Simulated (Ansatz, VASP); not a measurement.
Given: the input of a run of Ansatz 0.2.0 on SiO2.

File input.yaml:

```yaml
crystal:
  lattice:
    - [-4.47204052, 4.47204052, 2.61177035]
    - [4.47204052, -4.47204052, 2.61177035]
    - [4.47204052, 4.47204052, -2.61177035]
  atoms:
    - { symbol: Si, position: [0.82311142, 0.82311142, 0.64622284] }
    - { symbol: Si, position: [0.17688858, 0.82311142, 0.0] }
    - { symbol: Si, position: [0.82311142, 0.17688858, 0.0] }
    - { symbol: Si, position: [0.17688858, 0.17688858, 0.35377716] }
    - { symbol: O, position: [0.0, 0.79145134, 0.79145134] }
    - { symbol: O, position: [0.20854866, 0.0, 0.20854866] }
    - { symbol: O, position: [0.79145134, 0.0, 0.79145134] }
    - { symbol: O, position: [0.0, 0.20854866, 0.20854866] }
    - { symbol: O, position: [0.0, 0.0, 0.5] }
    - { symbol: O, position: [0.5, 0.0, 0.0] }
    - { symbol: O, position: [0.0, 0.5, 0.0] }
    - { symbol: O, position: [0.5, 0.5, 0.5] }
hamiltonian:
  xc: pbe
  pseudopotentials: { kind: paw }
kpoints:
  mp_grid: { grid: [3, 3, 3] }
scf:
  occupations: { method: fermi_dirac, width: 0.05 }
output:
  forces: true
  stress: true
  eigenvalues: true
```

Potentials or basis: Ansatz PAW.

Command:

```sh
$ ansatz run input.yaml --threads 4 --pin off --max-ram 11264MiB --backend cpu --events-out ev --progress --plain --runs-dir out
```

Problem. Translate it to VASP 6.6.1. Potentials there: VASP PAW PBE potentials, release 64 (Si, O).

Solution. As run (the cutoff follows the program's own potentials):

File INCAR:

```
  PREC = Accurate
  ENCUT = 520
  EDIFF = 1E-6
  ISMEAR = -1
  SIGMA = 0.05
  LREAL = False
  LASPH = True
  NELM = 100
  ALGO = Normal
  ISIF = 2
  LWAVE = False
  LCHARG = False
  GGA = PE
  NBANDS = 44
```

File KPOINTS:

```
regular mesh
0
Gamma
  3 3 3
```

File POSCAR:

```
SiO2
1.0
   -4.4720405200      4.4720405200      2.6117703500
    4.4720405200     -4.4720405200      2.6117703500
    4.4720405200      4.4720405200     -2.6117703500
Si O
4 8
Direct
    0.8231114200      0.8231114200      0.6462228400
    0.1768885800      0.8231114200      0.0000000000
    0.8231114200      0.1768885800      0.0000000000
    0.1768885800      0.1768885800      0.3537771600
    0.0000000000      0.7914513400      0.7914513400
    0.2085486600      0.0000000000      0.2085486600
    0.7914513400      0.0000000000      0.7914513400
    0.0000000000      0.2085486600      0.2085486600
    0.0000000000      0.0000000000      0.5000000000
    0.5000000000      0.0000000000      0.0000000000
    0.0000000000      0.5000000000      0.0000000000
    0.5000000000      0.5000000000      0.5000000000
```

Potentials or basis: VASP PAW PBE potentials, release 64 (Si, O).

The run is started by

```sh
$ cat potpaw_PBE.64/Si/POTCAR potpaw_PBE.64/O/POTCAR > POTCAR
$ mpirun -np 1 vasp_std > vasp.out
```

Both were run:

|  | VASP | Ansatz | Ansatz less VASP |
| --- | --- | --- | --- |
| gap on the k mesh at the Fermi level (eV) | 5.46 | 5.46 | +0.003 |
| least direct gap on the mesh (eV) | 5.46 | 5.46 | +0.003 |
| pressure (GPa) | 3.7 | 3.7 | -0.05 |
| largest component of the traceless stress (GPa) | 0.13 | 0.15 | +0.017 |
| rms of the force components (eV/Å) | 0.068 | 0.074 | +0.0052 |

Atom by atom the forces differ by 0.010 eV/Å (rms over components).

Caveats: the k mesh is coarse (spacing up to 0.46 Å⁻¹), so the values aren't converged; odd divisions of the mesh miss points on the zone boundary, where band edges often lie, so the gap on the mesh can be too wide (Ansatz); the pressure holds a Pulay correction of +0.4 GPa for the finite cutoff (Ansatz). As with any semilocal functional, this PBE gap is likely too small.
